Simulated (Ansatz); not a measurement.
# Si (diamond)

Method: PBEsol, scalar-relativistic; no spin polarisation; PAW, 420 eV, Γ-centred 14×14×14 mesh, 0.05 eV Gaussian smearing; code Ansatz; PAW files: Ansatz's generated set soft_2.

```
Si
1.0
     0.00000    2.71615    2.71615
     2.71615    0.00000    2.71615
     2.71615    2.71615    0.00000
Si
2
Direct
  0.50000 0.50000 0.50000
  0.75000 0.75000 0.75000
```

The pressure at this geometry is 0.1 GPa.

Which orbitals make up the states within about 0.6 eV of each band edge?

Valence edge: Si 3p 99 %. Conduction edge: Si 3p 66 %, Si 3s 34 %. Shares are among the projected shells; the gap is 0.46 eV.

Density of states (tetrahedra, averaged over 0.3 eV; states/eV per cell of 2 atoms; energy in eV from the Fermi level; projections on Löwdin-orthogonalised atomic orbitals, summed over sites):

```csv
E,total,Si 3p,Si 3s
-6.70,0.80,0.45,0.34
-6.40,0.60,0.34,0.26
-6.10,0.49,0.28,0.20
-5.80,0.41,0.23,0.17
-5.50,0.34,0.20,0.14
-5.20,0.29,0.17,0.11
-4.90,0.25,0.15,0.10
-4.60,0.58,0.49,0.09
-4.30,1.17,1.06,0.10
-4.00,1.01,0.90,0.11
-3.70,1.04,0.93,0.10
-3.40,1.15,1.04,0.10
-3.10,1.44,1.34,0.09
-2.80,1.45,1.36,0.07
-2.50,1.36,1.29,0.06
-2.20,1.28,1.22,0.05
-1.90,1.21,1.16,0.04
-1.60,1.16,1.11,0.03
-1.30,0.76,0.73,0.02
-1.00,0.48,0.46,0.01
-0.70,0.30,0.29,0.00
-0.40,0.13,0.13,0.00
-0.10,0.00,0.00,0.00
0.20,0.02,0.01,0.01
0.50,0.25,0.14,0.08
0.80,0.43,0.24,0.12
1.10,0.59,0.34,0.15
1.40,0.82,0.46,0.22
1.70,1.15,0.65,0.32
2.00,1.62,0.92,0.44
2.30,1.41,0.84,0.33
2.60,1.12,0.68,0.21
2.90,1.40,0.94,0.15
```
